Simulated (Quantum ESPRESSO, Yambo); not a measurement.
An input for Yambo 5.3.0 (ZnSe (Stilleite)):

```
optics
bss
bse
em1s
dipoles
rim_cut
RandQpts= 1000000
RandGvec= 1 RL
Chimod= "HARTREE"
BSKmod= "SEX"
BSEmod= "coupling"
BSSmod= "d"
BSENGexx= 30 Ry
BSENGBlk= 6 Ry
% BSEQptR
 1 | 1 |
%
% BSEBands
 16 | 23 |
%
% BEnRange
 0 | 6 | eV
%
% BDmRange
 0.1 | 0.1 | eV
%
BEnSteps= 121
% BLongDir
 1 | 0 | 0 |
%
% BndsRnXs
 1 | 66 |
%
NGsBlkXs= 6 Ry
% LongDrXs
 1 | 1 | 1 |
%
% KfnQP_E
 1.272 | 1.0 | 1.0 |
%
WRbsWF
```

```sh
OMP_NUM_THREADS=1 mpirun -n 4 yambo -F bse6.in -J bse6,bse3_W -C bse6 > bse6.log
```

The stored states that it reads are on a 4×4×4 mesh. Symmetry: F-43m, No. 216, cubic system. Conventional cell: a = 5.668 Å, b = 5.668 Å, c = 5.668 Å, α = 90.00°, β = 90.00°, γ = 90.00°. Nearest to Zn lie 4 Se at 2.45 Å. Nearest to Se lie 4 Zn at 2.45 Å. Farther neighbours and most contacts between anions are not listed.

How long will it take on 4 MPI ranks of Arm Neoverse V1, shared host, and how much memory?

It took 41 s; on shared hardware allow 21 s to 83 s. Peak host memory was 2.0 GiB.

The kernel grows as the square of the matrix size, and full diagonalisation as its cube.

[Paths, hosts, dates, memory and timing lines, banners, echoed tables and standing remarks are left out of the program output.]

[Logs are printed without paths, hosts, clocks, repeated set-up lines and the standing remarks that a program may print on its own settings, such as how far it seeks lower states.]

[Runs of the session that timed out or met a known fault of the program may be left out.]

[Hosts, paths, dates, database ids (printed as entryN), source tags and the programs' standing remarks are cut or masked in the printed files.]
